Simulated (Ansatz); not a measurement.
The system is InPd.

```xyz
2
Lattice="3.2719 0.0000 0.0000 0.0000 3.2719 0.0000 0.0000 0.0000 3.2719" Properties=species:S:1:pos:R:3 pbc="T T T"
In    0.0000    0.0000    0.0000
Pd    1.6359    1.6359    1.6359
```

The cell comes from a database or a generator and needn't be the stable form of this composition.

Program: Ansatz 0.2.0. Alike in all runs: potentials or basis Ansatz PAW; cell as given.

**Question.** Order these runs on this cell by their pressure, lowest first.
A. level r2SCAN; spin SOC, no magnetisation; k mesh 6 × 6 × 6; cutoff (eV) 500; smearing fermi-dirac 0.05 eV; points for each segment of the path 14
B. level RPBE; spin off; k mesh 8 × 8 × 8; cutoff (eV) 420; smearing fermi-dirac 0.05 eV; points for each segment of the path 14
C. level BLYP; spin off; k mesh 8 × 8 × 8; cutoff (eV) 420; smearing fermi-dirac 0.05 eV; points for each segment of the path 14
D. level PBE; spin off; k mesh 8 × 8 × 8; cutoff (eV) 420; smearing gaussian 0.022 eV
E. level PBEsol; spin SOC, no magnetisation; k mesh 6 × 6 × 6; cutoff (eV) 420; smearing fermi-dirac 0.05 eV; points for each segment of the path 14

**Answer.** E (-2.8 GPa), A (-0.5 GPa), D (3.7 GPa), B (7.1 GPa), C (11.4 GPa).

Caveats: the PAW data sets come from PBE, with cores solved anew for the run's functional, which leaves a small shift of forces and pressure (some runs).
